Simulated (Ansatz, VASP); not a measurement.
This is a calculation of Cd (Cadmium) for VASP 6.6.1. 

File INCAR:

```
  ALGO = Normal
  EDIFF = 1E-7
  ENCUT = 520
  GGA = RP
  ISIF = 2
  ISMEAR = 0
  LASPH = T
  LCHARG = F
  LREAL = F
  LWAVE = F
  NELM = 60
  PREC = Accurate
  SIGMA = 0.05
```

The input KPOINTS:

```
k-points
0
Gamma
  10 10 5
```

POSCAR

```
Cd
1.0
    2.9788700000      0.0000000000      0.0000000000
   -1.4894350000      2.5797770946      0.0000000000
    0.0000000000      0.0000000000      5.6176500000
Cd
2
Direct
    0.6666666667      0.3333333333      0.7500000000
    0.3333333333      0.6666666667      0.2500000000
```

Potentials or basis: VASP PAW PBE potentials, release 64 (Cd).

Run with:

```bash
$ cat potpaw_PBE.64/Cd/POTCAR > POTCAR
$ mpirun -np 1 vasp_std > vasp.out
```

Question: Set up the same calculation for Ansatz 0.2.0. Potentials or basis there: Ansatz PAW, cutoff 420 eV.

Answer: As run (cutoffs and basis follow the program's own potentials, and thresholds, step limits or extra output files can differ):

input.yaml

```yaml
crystal:
  lattice:
    - [2.97887, 0.0, 0.0]
    - [-1.489435, 2.5797770946, 0.0]
    - [0.0, 0.0, 5.61765]
  atoms:
    - { symbol: Cd, position: [0.6666666667, 0.3333333333, 0.75] }
    - { symbol: Cd, position: [0.3333333333, 0.6666666667, 0.25] }
hamiltonian:
  xc: rpbe
  pseudopotentials: { kind: paw }
kpoints:
  mp_grid: { grid: [10, 10, 5] }
scf:
  occupations: { method: gaussian, width: 0.05 }
output:
  forces: true
  stress: true
  eigenvalues: true
```

Potentials or basis: Ansatz PAW.

The run is started by

```sh
$ ansatz run input.yaml --threads 1 --pin off --max-ram 3584MiB --backend cpu --events-out ev --progress --plain --runs-dir out
```

Both were run:

|  | VASP | Ansatz |
| --- | --- | --- |
| Pressure | 5.9 GPa | 5.6 GPa |

Ansatz's pressure holds a Pulay term of +0.07 GPa for its cutoff of 420 eV, which the other run lacks.

The potentials hold 24 and 40 valence electrons a cell.

VASP's potentials were made for PBE. Ansatz's potentials were made for PBE.

Where Ansatz's input types no cutoff or centring, it takes its own default and a Γ-centred mesh.

Pressure is positive in compression.
